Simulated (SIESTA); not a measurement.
## Li under changes of volume

One of the cells (22.041 Å³/atom); the others are scaled copies at fixed shape and fractional positions:

```
Li
1.0
    -1.76627    1.76627    1.76627
     1.76627   -1.76627    1.76627
     1.76627    1.76627   -1.76627
Li
1
Direct
  0.00000 0.00000 0.00000
```

| Property | Result |
| --- | --- |
| Program | SIESTA 5.4.2 |
| Functional | PBEsol |
| Potentials or basis | PseudoDojo 0.4 standard (PBEsol files) |
| Basis | DZP (energy shift 0.003 Ry; two zetas on semicore shells) |
| Grid cutoff | 800 Ry |
| Energy shift | 0.003 Ry |
| k mesh | 11 × 11 × 11 |
| Occupations | fermi-dirac, width 0.05 eV |
| Spin | no spin polarisation |

```csv
volume (Å³/atom),energy over the lowest point (meV/atom),pressure (GPa)
20.312,0.00,0.1
20.744,0.15,-0.2
21.177,?,?
22.041,4.79,-0.9
22.473,7.54,-1.1
22.905,10.83,-1.3
```

Question: What does the run at 21.177 Å³/atom give?

Answer: Energy over the lowest point 1.04 meV/atom; pressure -0.5 GPa.

Worked out: A Birch-Murnaghan fit of order 3 (a polynomial in V^(-2/3)) to the other rows has its minimum at 20.44 Å³/atom with B0 = V·E''(V) = 13.6 GPa and B' = 2.9. It gives 1.04 meV/atom at 21.177 Å³/atom, against the run's 1.04, and -dE/dV = -0.5 GPa, against -0.5.

Energies are extrapolated to zero smearing.

Caveats: the basis of atomic orbitals isn't converged, which shifts pressures, moduli and gaps.
